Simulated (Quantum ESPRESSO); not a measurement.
# Pd (Fm-3m) in Quantum ESPRESSO: settings compared

Aim: see how the results for Pd move with the level of theory and the settings. Levels: PBE, vdW-DF-cx0. Tasks: single point.

All numbers are computed with Quantum ESPRESSO 7.5; they aren't measurements. Logs are shortened: lines on timing, memory, paths and dates and some standing lists are left out, and cuts for length are marked.

## Step 1: The structure

The structure is cubic, space group Fm-3m (No. 225). Conventional cell: a = 3.893 Å, b = 3.893 Å, c = 3.893 Å, α = 90.00°, β = 90.00°, γ = 90.00°. Pd (site symmetry m-3m) is surrounded by 12 Pd at 2.75 Å.

## Step 2: Single point, PBE

pw.in

```
&CONTROL
  calculation = 'scf'
  prefix = 'pwscf'
  outdir = './tmp'
  pseudo_dir = './pseudo'
  tprnfor = .true.
  tstress = .true.
  disk_io = 'nowf'
/
&SYSTEM
  ibrav = 0
  nat = 1
  ntyp = 1
  ecutwfc = 70
  nbnd = 15
  occupations = 'smearing'
  smearing = 'fd'
  degauss = 0.00367493
/
&ELECTRONS
  conv_thr = 2d-10
  electron_maxstep = 120
  mixing_beta = 0.5
/
ATOMIC_SPECIES
Pd   106.4200 Pd_ONCV_PBE-1.2.upf
CELL_PARAMETERS angstrom
   0.0000000000    1.9465000000    1.9465000000
   1.9465000000    0.0000000000    1.9465000000
   1.9465000000    1.9465000000    0.0000000000
ATOMIC_POSITIONS crystal
Pd     0.0000000000    0.0000000000    0.0000000000
K_POINTS automatic
8 8 8 0 0 0
```

Potentials or basis: SG15 PBE 1.2.

Started as:

```sh
$ OMP_NUM_THREADS=1 mpirun -n 2 pw.x -nk 2 -in pw.in > pw.out
```

pw.out:

```text
This program is part of the open-source Quantum ESPRESSO suite
     for quantum simulation of materials; please cite
         "P. Giannozzi et al., J. Phys.:Condens. Matter 21 395502 (2009);
         "P. Giannozzi et al., J. Phys.:Condens. Matter 29 465901 (2017);
         "P. Giannozzi et al., J. Chem. Phys. 152 154105 (2020);
     in publications or presentations arising from this work. More details at

     Message from routine setup:
     using ibrav=0 with symmetry is DISCOURAGED, use correct ibrav instead

     K-points division:     npool     =       2
     Subspace diagonalization in iterative solution of the eigenvalue problem:
     a serial algorithm will be used

     G-vector sticks info
     --------------------
     sticks:   dense  smooth     PW     G-vecs:    dense   smooth      PW
     Sum         511     511    163                 7799     7799    1411

     Using Slab Decomposition

     bravais-lattice index     =            0
     lattice parameter (alat)  =       5.2020  a.u.
     unit-cell volume          =      99.5382 (a.u.)^3
     number of atoms/cell      =            1
     number of atomic types    =            1
     number of electrons       =        18.00
     number of Kohn-Sham states=           15
     kinetic-energy cutoff     =      70.0000  Ry
     charge density cutoff     =     280.0000  Ry
     scf convergence threshold =      2.0E-10
     mixing beta               =       0.5000
     number of iterations used =            8  plain     mixing
     Exchange-correlation= PBE
                           (   1   4   3   4   0   0   0)

     celldm(1)=   5.201975  celldm(2)=   0.000000  celldm(3)=   0.000000
     celldm(4)=   0.000000  celldm(5)=   0.000000  celldm(6)=   0.000000

     crystal axes: (cart. coord. in units of alat)
               a(1) = (   0.000000   0.707107   0.707107 )
               a(2) = (   0.707107   0.000000   0.707107 )
               a(3) = (   0.707107   0.707107   0.000000 )

     reciprocal axes: (cart. coord. in units 2 pi/alat)
               b(1) = ( -0.707107  0.707107  0.707107 )
               b(2) = (  0.707107 -0.707107  0.707107 )
               b(3) = (  0.707107  0.707107 -0.707107 )

     PseudoPot. # 1 for Pd read from file:
     Pd_ONCV_PBE-1.2.upf
     Pseudo is Norm-conserving, Zval = 18.0
     Generated using ONCVPSP code by D. R. Hamann
     Using radial grid of  602 points,  6 beta functions with:
                l(1) =   0
                l(2) =   0
                l(3) =   1
                l(4) =   1
                l(5) =   2
                l(6) =   2

     atomic species   valence    mass     pseudopotential
     Pd               18.00   106.42000     Pd( 1.00)

     48 Sym. Ops., with inversion, found

   Cartesian axes

     site n.     atom                  positions (alat units)
         1        Pd     tau(   1) = (   0.0000000   0.0000000   0.0000000  )

     number of k points=    29  Fermi-Dirac smearing, width (Ry)=  0.0037
                       cart. coord. in units 2pi/alat
        k(    1) = (   0.0000000   0.0000000   0.0000000), wk =   0.0039062
        k(    2) = (   0.0883883   0.0883883  -0.0883883), wk =   0.0312500
        k(    3) = (   0.1767767   0.1767767  -0.1767767), wk =   0.0312500
        k(    4) = (   0.2651650   0.2651650  -0.2651650), wk =   0.0312500
        k(    5) = (  -0.3535534  -0.3535534   0.3535534), wk =   0.0156250
        k(    6) = (   0.1767767   0.0000000   0.0000000), wk =   0.0234375
[... 21 lines left out ...]
        k(   28) = (  -0.7071068   0.1767767  -0.0000000), wk =   0.0468750
        k(   29) = (  -0.7071068   0.3535534   0.0000000), wk =   0.0234375

     Dense  grid:     7799 G-vectors     FFT dimensions: (  27,  27,  27)

     Initial potential from superposition of free atoms

     starting charge      17.9553, renormalised to      18.0000
     Starting wfcs are random

     Self-consistent Calculation

     iteration #  1     ecut=    70.00 Ry     beta= 0.50
     Davidson diagonalization with overlap
     ethr =  1.00E-02,  avg # of iterations =  7.5

     Threshold (ethr) on eigenvalues was too large:
     Diagonalizing with lowered threshold

     Davidson diagonalization with overlap
     ethr =  3.68E-05,  avg # of iterations =  4.5

     total energy              =    -253.38925752 Ry
     estimated scf accuracy    <       0.00688760 Ry

     iteration #  2     ecut=    70.00 Ry     beta= 0.50
     Davidson diagonalization with overlap
     ethr =  3.83E-05,  avg # of iterations =  1.4

     total energy              =    -253.38996646 Ry
     estimated scf accuracy    <       0.00074932 Ry

     iteration #  3     ecut=    70.00 Ry     beta= 0.50
     Davidson diagonalization with overlap
     ethr =  4.16E-06,  avg # of iterations =  1.3

     total energy              =    -253.39000966 Ry
     estimated scf accuracy    <       0.00013983 Ry

     iteration #  4     ecut=    70.00 Ry     beta= 0.50
     Davidson diagonalization with overlap
     ethr =  7.77E-07,  avg # of iterations =  1.7

     total energy              =    -253.39002637 Ry
     estimated scf accuracy    <       0.00000116 Ry

     iteration #  5     ecut=    70.00 Ry     beta= 0.50
     Davidson diagonalization with overlap
     ethr =  6.44E-09,  avg # of iterations =  2.3

     total energy              =    -253.39002678 Ry
     estimated scf accuracy    <       0.00000032 Ry

     iteration #  6     ecut=    70.00 Ry     beta= 0.50
     Davidson diagonalization with overlap
     ethr =  1.78E-09,  avg # of iterations =  1.2

     total energy              =    -253.39002682 Ry
     estimated scf accuracy    <          2.2E-09 Ry

     iteration #  7     ecut=    70.00 Ry     beta= 0.50
     Davidson diagonalization with overlap
     ethr =  1.20E-11,  avg # of iterations =  2.0

     total energy              =    -253.39002682 Ry
     estimated scf accuracy    <          3.3E-09 Ry

     iteration #  8     ecut=    70.00 Ry     beta= 0.50
     Davidson diagonalization with overlap
     ethr =  1.20E-11,  avg # of iterations =  2.0

     End of self-consistent calculation

          k = 0.0000 0.0000 0.0000 (   941 PWs)   bands (ev):

   -64.0713 -29.5602 -29.5602 -29.5602  12.9427  17.2740  17.2740  17.2740
    18.8849  18.8849  37.5330  42.2699  42.2699  42.2699  47.3542

          k = 0.0884 0.0884-0.0884 (   962 PWs)   bands (ev):

   -64.0634 -29.6213 -29.5689 -29.5689  13.4914  17.1053  17.4468  17.4468
    18.8187  18.8187  37.9127  39.5196  42.8482  42.8482  47.3331

          k = 0.1768 0.1768-0.1768 (   968 PWs)   bands (ev):

   -64.0442 -29.7674 -29.5898 -29.5898  14.6349  17.2389  17.5662  17.5662
    19.0374  19.0374  34.6556  38.5246  43.7798  43.7798  46.1718

          k = 0.2652 0.2652-0.2652 (   984 PWs)   bands (ev):

   -64.0250 -29.9115 -29.6106 -29.6106  14.8922  17.3482  17.3482  19.2162
    19.7252  19.7252  30.0938  37.3926  42.3596  42.3596  46.7860

          k =-0.3536-0.3536 0.3536 (   978 PWs)   bands (ev):

   -64.0170 -29.9707 -29.6192 -29.6192  14.8070  17.2243  17.2243  20.0903
    20.0903  21.1029  27.4182  36.8417  41.3707  41.3707  47.2711

          k = 0.1768 0.0000 0.0000 (   970 PWs)   bands (ev):

   -64.0608 -29.6194 -29.5828 -29.5828  13.6753  16.8832  17.6145  17.6145
    18.4979  19.0453  38.2800  40.3938  41.4862  41.4862  48.7838

          k = 0.2652 0.0884-0.0884 (   976 PWs)   bands (ev):

   -64.0453 -29.7275 -29.6074 -29.6010  14.7003  16.5947  17.6760  17.8951
    18.7011  19.2921  36.5016  38.9428  40.6164  42.2719  46.6685

          k = 0.3536 0.1768-0.1768 (   988 PWs)   bands (ev):

   -64.0261 -29.8645 -29.6292 -29.6282  15.2541  17.1665  17.3916  17.7823
    19.8587  20.2981  31.7965  37.9334  39.8557  41.6521  47.8427

          k =-0.2652-0.4419 0.4419 (   988 PWs)   bands (ev):

   -64.0144 -29.9457 -29.6556 -29.6331  15.1661  16.9517  17.5733  18.4956
    20.1153  22.6643  27.8336  36.9714  39.8655  39.9186  48.0294

          k =-0.1768-0.3536 0.3536 (   988 PWs)   bands (ev):

   -64.0171 -29.9262 -29.6637 -29.6193  15.2384  17.0426  17.5656  18.4120
    19.6255  22.1090  28.9683  36.7818  39.3769  41.6978  46.9788

          k =-0.0884-0.2652 0.2652 (   974 PWs)   bands (ev):

   -64.0325 -29.8195 -29.6462 -29.5947  15.2964  17.0094  17.4728  17.7952
    18.7407  20.3216  33.4197  37.2562  40.7627  44.1601  44.8710

          k = 0.0000-0.1768 0.1768 (   963 PWs)   bands (ev):

   -64.0517 -29.6927 -29.6072 -29.5738  14.3127  16.8094  17.6391  17.7292
    18.4534  19.2445  37.6082  37.9058  41.7030  44.2320  44.8401

          k = 0.3536 0.0000 0.0000 (   982 PWs)   bands (ev):

   -64.0353 -29.7589 -29.6373 -29.6373  15.1352  16.0344  18.2924  18.5596
    18.5596  19.4480  38.2649  38.2649  38.4526  39.8745  43.7451

          k = 0.4419 0.0884-0.0884 (   993 PWs)   bands (ev):

   -64.0198 -29.8466 -29.6734 -29.6618  15.4384  15.8623  18.0291  18.7415
    19.9215  20.5789  33.9549  36.8791  36.9167  40.7134  44.4479

          k =-0.1768-0.5303 0.5303 (   986 PWs)   bands (ev):

   -64.0081 -29.9016 -29.7262 -29.6667  15.4864  16.2665  17.7551  18.5075
    20.1801  23.8078  29.3610  34.8019  37.0436  40.0822  48.5519

          k =-0.0884-0.4419 0.4419 (   983 PWs)   bands (ev):

   -64.0070 -29.8907 -29.7662 -29.6492  15.8194  16.5821  17.4776  18.3155
    19.6644  25.0526  28.4227  33.2877  38.9300  39.5802  48.4190

          k = 0.0000-0.3536 0.3536 (   983 PWs)   bands (ev):

   -64.0171 -29.8549 -29.7350 -29.6194  16.2251  16.6572  17.0435  18.2289
    18.8420  22.4294  32.7413  32.9986  39.8330  41.9980  45.4120

          k = 0.5303-0.0000 0.0000 (   990 PWs)   bands (ev):

   -64.0097 -29.8938 -29.6915 -29.6915  15.0289  15.2882  19.7718  19.7718
    19.8752  20.8837  34.2834  34.8392  34.8392  41.1816  41.5517

          k =-0.0884-0.6187 0.6187 (   987 PWs)   bands (ev):

   -64.0018 -29.9210 -29.7316 -29.7001  15.0091  15.3132  19.2559  19.6111
    20.2716  23.8578  31.5850  32.2519  34.4601  41.2141  43.9585

          k = 0.0000-0.5303 0.5303 (   977 PWs)   bands (ev):

   -64.0006 -29.8821 -29.8005 -29.6826  15.3736  15.9540  18.1392  19.1578
    19.9546  27.2212  28.2186  30.9300  36.0793  40.5302  48.4890

          k =-0.7071 0.0000 0.0000 (   982 PWs)   bands (ev):

   -63.9992 -29.9485 -29.7139 -29.7139  14.7073  15.0026  20.0603  20.4069
    20.4069  23.4518  30.8559  33.3846  33.3846  41.6455  41.6704

          k = 0.3536 0.1768 0.0000 (   982 PWs)   bands (ev):

   -64.0299 -29.8034 -29.6660 -29.6160  15.6353  16.2573  17.3179  18.5596
    18.7456  20.3901  35.2160  35.9873  39.5306  42.2439  45.9702

          k =-0.2652-0.4419 0.6187 (   990 PWs)   bands (ev):

   -64.0145 -29.8818 -29.7118 -29.6406  15.8037  16.6755  17.0869  18.3740
    19.5904  22.5787  30.8177  35.2756  37.4977  42.3485  46.0316

          k =-0.1768-0.3536 0.5303 (   982 PWs)   bands (ev):

   -64.0081 -29.9156 -29.7262 -29.6538  15.7442  16.4806  17.6694  18.1413
    19.9564  24.9538  27.4851  35.8078  36.1252  41.4510  47.0028

          k =-0.1768-0.5303 0.7071 (   995 PWs)   bands (ev):

   -64.0081 -29.8863 -29.7245 -29.6827  15.5179  15.6739  17.9652  19.4994
    19.7620  22.9354  33.0335  33.3058  34.5749  42.6921  44.4522

          k =-0.0884-0.4419 0.6187 (   989 PWs)   bands (ev):

   -64.0017 -29.8787 -29.7844 -29.6922  15.6845  16.1201  17.4914  18.9452
    20.1343  26.3361  28.9784  32.4358  33.9455  42.8323  47.2758

          k = 0.0000-0.3536 0.5303 (   992 PWs)   bands (ev):

   -64.0044 -29.8564 -29.8036 -29.6710  16.1333  16.5788  16.7570  18.7215
    19.7633  25.4391  30.2741  31.4002  35.6511  43.0728  46.1850

          k =-0.7071 0.1768-0.0000 (   986 PWs)   bands (ev):

   -63.9991 -29.9145 -29.7486 -29.7154  15.1592  15.4421  18.7212  19.5136
    20.4079  25.6457  30.7142  32.0348  32.3512  42.8562  44.6644

          k =-0.7071 0.3536 0.0000 (   992 PWs)   bands (ev):

   -63.9991 -29.8319 -29.8319 -29.7170  15.7761  16.7282  16.7282  18.7896
    20.4089  29.0196  29.0196  30.5329  31.6994  45.9913  45.9913

     the Fermi energy is    20.1810 ev

!    total energy              =    -253.39002682 Ry
     estimated scf accuracy    <          1.4E-11 Ry
     smearing contrib. (-TS)   =      -0.00130152 Ry
     internal energy E=F+TS    =    -253.38872530 Ry

     The total energy is F=E-TS. E is the sum of the following terms:
     one-electron contribution =     -75.99272882 Ry
     hartree contribution      =      49.38966819 Ry
     xc contribution           =     -24.86163025 Ry
     ewald contribution        =    -201.92403443 Ry

     convergence has been achieved in   8 iterations

     Forces acting on atoms (cartesian axes, Ry/au):

     atom    1 type  1   force =     0.00000000    0.00000000    0.00000000

     Total force =     0.000000     Total SCF correction =     0.000000

     Computing stress (Cartesian axis) and pressure

          total   stress  (Ry/bohr**3)                   (kbar)     P=       78.99
   0.00053697   0.00000000   0.00000000           78.99        0.00        0.00
   0.00000000   0.00053697   0.00000000            0.00       78.99        0.00
   0.00000000   0.00000000   0.00053697            0.00        0.00       78.99

=------------------------------------------------------------------------------=
   JOB DONE.
=------------------------------------------------------------------------------=
```

Run time: 4.2 s. Hardware: 2 MPI ranks of Arm Neoverse V1, shared host; peak memory 0.1 GiB.

Results:

| Item | Value |
| --- | --- |
| Free energy | -3447.5469 eV |
| Pressure | 7.9 GPa |
| Band gap on the k mesh | none (metal or under the smearing width) |

Caveat: the k mesh is coarse.

## Step 3: Single point, vdW-DF-cx0

pw.in

```
&CONTROL
  calculation = 'scf'
  prefix = 'pwscf'
  outdir = './tmp'
  pseudo_dir = './pseudo'
  tprnfor = .true.
  tstress = .true.
  disk_io = 'nowf'
/
&SYSTEM
  ibrav = 0
  nat = 1
  ntyp = 1
  ecutwfc = 70
  nbnd = 14
  input_dft = 'vdw-df-cx0'
  occupations = 'smearing'
  smearing = 'fd'
  degauss = 0.00367493
  nqx1 = 4
  nqx2 = 4
  nqx3 = 4
  ecutfock = 140
/
&ELECTRONS
  conv_thr = 1d-07
  electron_maxstep = 120
  mixing_beta = 0.5
  adaptive_thr = .true.
/
ATOMIC_SPECIES
Pd   106.4200 Pd_ONCV_PBE-1.2.upf
CELL_PARAMETERS bohr
   0.0000000000    3.6783519016    3.6783519016
   3.6783519016    0.0000000000    3.6783519016
   3.6783519016    3.6783519016    0.0000000000
ATOMIC_POSITIONS bohr
Pd     0.0000000000    0.0000000000    0.0000000000
K_POINTS automatic
8 8 8 0 0 0
```

Potentials or basis: SG15 PBE 1.2.

Started as:

```sh
$ OMP_NUM_THREADS=1 mpirun -n 2 pw.x -in pw.in > pw.out
```

Run time: 4.1 min. Hardware: 2 MPI ranks of Arm Neoverse V1, shared host; peak memory 1 GiB.

Results (log left out):

```
Free energy            : -3447.3806 eV
Band gap on the k mesh : none (metal or under the smearing width)
```

Levels at points of the mesh, in eV from the Fermi level:
| k point | band 6 | band 7 | band 8 | band 9 | band 10 | band 11 | band 12 | band 13 |
| --- | --- | --- | --- | --- | --- | --- | --- | --- |
| (0.00, 0.00, 0.00) | -3.62 | -3.62 | -3.62 | -2.16 | -2.16 | 19.04 | 23.92 | 23.92 |
| (0.00, 0.00, -0.50) | -3.87 | -3.87 | -0.10 | -0.10 | 1.78 | 9.03 | 18.31 | 23.14 |
| (0.00, -0.50, -0.50) | -6.17 | -0.66 | 1.29 | 1.29 | 4.33 | 12.51 | 14.89 | 14.89 |

Caveat: the q mesh for exact exchange is coarse, so the values aren't converged; the mesh is coarse for exact exchange, which widens gaps; the potentials were made for another functional, which shifts forces and pressure; this program's forces and stress for hybrids aren't reliable and aren't listed.
